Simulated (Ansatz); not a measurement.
The system is Lu.

```xyz
2
Lattice="3.5031 0.0000 0.0000 -1.7515 3.0338 0.0000 0.0000 0.0000 5.5509" Properties=species:S:1:pos:R:3 pbc="T T T"
Lu    1.7516    1.0113    4.1632
Lu    0.0000    2.0225    1.3877
```

A run of Ansatz 0.2.0 on this cell left the log below. Logs are shortened: lines on timing, memory, paths and dates and some standing lists are left out, and cuts for length are marked.

```text
Warning: output.stress: scf.convergence.dr2_threshold = 1e-7 eV (the SCF's general default) is looser than the 2e-10 eV advised for a printed stress (1e-10 eV for each atom of the cell: 2). What an SCF threshold leaves in a stress goes as its square root, and in the free energy as the threshold itself, and one threshold admits the most on a small cell: of the crystals measured, under no hybrid functional and no lock of the moments, on runs that ended without the residual-converged pass, on stresses that held no estimate of that error, the worst erred by over 100 MPa in a component at 1e-7 eV an atom and by under 5 at 1e-10. Set scf.convergence.dr2_threshold to 2e-10 eV or tighter. The threshold is an SCF's pass mark: one that does not reach it within its budget of iterations ends unconverged, or closes short of it on a stop that the run arms, and scf.convergence.dr2_threshold's page says what that costs each kind of run
Warning: output.stress: scf.exx.energy_threshold = 1e-6 eV is looser than the 2e-8 eV advised for a stress under a hybrid functional (1e-8 eV for each atom of the cell: 2). Every SCF of the exchange loop can meet its threshold on dr2 while the loop round them stops early: no threshold on dr2 bounds what that leaves in the stress. Set scf.exx.energy_threshold to 2e-8 eV or tighter. The threshold is the loop's pass mark: a loop that does not reach it within its budget of cycles ends unconverged, and scf.exx.energy_threshold's page has the law
Warning: RAYON_NUM_THREADS=2 ignored (pool sized by the plan → 2); use --threads N
Lu: projections on atomic orbitals take those of the free atom [Kr 4d10] 4f14 5s2 5p6 5d1 6s2, of charge +0.00 (hamiltonian.pseudopotentials.projection_atoms); the dataset's partial waves leave at most 5.1e-5 of an orbital's norm unspanned inside its sphere
scf.n_extra_bands = 6 over 25 filled bands (N_el = 50.0): the run solves 31 bands
Engine: ansatz 0.2.0, x86_64-unknown-linux-gnu
Pseudopotentials: kind: paw
Pseudopotential: Lu, paw, valence charge 25, recommended cutoff 420 eV (normal), Lu.paw.azcp
Functional definition: HSE06
  parameter a = 0.25
  parameter omega = 0.11/bohr
  exchange = pbe_x - a*pbe_x_sr(omega) + a*exact_x_sr(omega)
  correlation = pbe_c
Crystal: 2 atoms, lattice volume = 58.993 Å³
Basis set: ecut = 420 eV, 1117 PW (Γ), exchange–correlation on 48×48×80 points (8 copies of the dense FFT grid, shifted against one another)
Bands: 31, of which v1, the nominal top of the filled ones, is band 25 counted from 1 (24 counted from 0)
Symmetry: 24 space group operations
Space group: P63/mmc (ITA 194), of the structure as read, at distance tolerance 3.9e-5 Å
k-points: 10 of 75
Non-local potential: Lu, projectors of the file, l = 0: 3, l = 1: 2, l = 2: 2, l = 3: 3
[... 70 lines left out ...]
  E_band       = -137.989625
  E_kinetic    = 827.168315
  E_local      = -13519.320333  (includes V_loc(G=0)·N_el)
  E_nonlocal   = 1131.139864
  E_hartree    = 5666.551814
  E_xc         = -345.009145
  E_vxc        = -405.115804  (∫ρ·V_xc dr)
  E_exx        = -211.511643  (= α·E_x^exact, valence–valence)
  E_paw        = -14605.108677  (= ΣΔE_a)
  E_vpaw       = 918.057888  (= ΣTr[D̂ρ^β])
  E_aug_tail   = 0.000073  (compensation charges beyond the density's cutoff)
  E_ewald      = -8411.471619
  E_core_change = 3.362903  (= ΣΔE_core)
  E_smearing   = -0.032487  (= −TS)
  E_closure    = 0.000018  (closes the sum)
  Σ components = -29464.230918   (vs F -29464.230918, Δ=3.64e-12)
--- Forces (eV/Å), atoms counted from 1 ---
  atom   1  Lu     0.00000000     0.00000000    -0.00000000
  atom   2  Lu    -0.00000000    -0.00000000     0.00000000
  max |Σ_I F_I| component: 2.31e-18 eV/Å
--- Stress (GPa, compression-positive) ---
        2.200076      -0.000000       0.000000
       -0.000000       2.200076      -0.000000
        0.000000      -0.000000       2.691330
  P = ⅓ Tr σ = 2.3638 GPa (23.638 kbar)
--- Band table (eV; the first three rows and the last of 10) ---
  k-point 0: bands = ["-45.8598", "-45.8221", "-15.5142", "-15.0408", "-15.0408", "-14.9601", "-14.9601", "-14.9366", "5.5942", "5.5954", "5.6044", "5.6291", "5.6291", "5.6359", "5.6359", "5.6423", "5.6423", "5.6505", "5.6743", "5.6743", "5.6865", "5.6902", "6.5701", "10.8815", "13.8319", "16.3796", "16.3796", "16.7198", "17.1450", "17.1450", "17.8082"]
  k-point 1: bands = ["-45.8504", "-45.8316", "-15.3774", "-15.0888", "-15.0207", "-15.0207", "-14.9803", "-14.9803", "5.5845", "5.5943", "5.6135", "5.6135", "5.6205", "5.6233", "5.6233", "5.6428", "5.6654", "5.6654", "5.6814", "5.6814", "5.6874", "5.6893", "7.4402", "9.5274", "14.4087", "15.8557", "16.2060", "16.2060", "16.6021", "16.6021", "18.8825"]
  k-point 2: bands = ["-45.8500", "-45.8188", "-15.4458", "-15.1720", "-15.0953", "-15.0820", "-14.9783", "-14.9671", "5.5990", "5.6146", "5.6200", "5.6231", "5.6263", "5.6307", "5.6374", "5.6469", "5.6510", "5.6590", "5.6598", "5.6610", "5.6674", "5.6836", "7.5987", "11.8497", "13.3312", "14.7944", "16.0479", "16.6808", "17.0060", "17.3059", "17.7364"]
  k-point 9: bands = ["-45.8223", "-45.8186", "-15.4269", "-15.3845", "-15.2383", "-15.1580", "-15.0827", "-15.0377", "5.6140", "5.6148", "5.6166", "5.6256", "5.6291", "5.6357", "5.6406", "5.6445", "5.6519", "5.6532", "5.6596", "5.6628", "5.6669", "5.6674", "11.7484", "12.2305", "13.2427", "13.4561", "14.3992", "14.8265", "16.8361", "18.3416", "19.8885"]
```

Task: What input gives this log?

Result: Projected density of states with HSE06, no spin polarisation. The files as run (others can give the same):

input.yaml
```yaml
crystal:
  lattice:
    - [3.5031, 0.0, 0.0]
    - [-1.75155, 3.033773592, 0.0]
    - [0.0, 0.0, 5.5509]
  atoms:
    - { symbol: Lu, position: [0.6666666667, 0.3333333333, 0.75] }
    - { symbol: Lu, position: [0.3333333333, 0.6666666667, 0.25] }
hamiltonian:
  xc: hse06
  pseudopotentials: { kind: paw }
kpoints:
  mp_grid: { grid: [5, 5, 3] }
scf:
  occupations: { method: fermi_dirac, width: 0.05 }
  n_extra_bands: 6
output:
  forces: true
  stress: true
  eigenvalues: true
  dos: { projected: true, de: 0.05 }
```

Potentials or basis: Ansatz PAW.
Launch:
```bash
$ ansatz run input.yaml --threads 2 --pin off --max-ram 5632MiB --backend cpu --events-out ev --progress --plain --runs-dir out
```

Caveat: the k mesh is coarse (spacing up to 0.41 Å⁻¹), so the values aren't converged, least of all with exact exchange; the PAW data sets come from PBE, with cores solved anew for the run's functional, which leaves a small shift of forces and pressure; the density of states is complete only up to the lowest level of the last band computed; the thresholds are loose for stress.
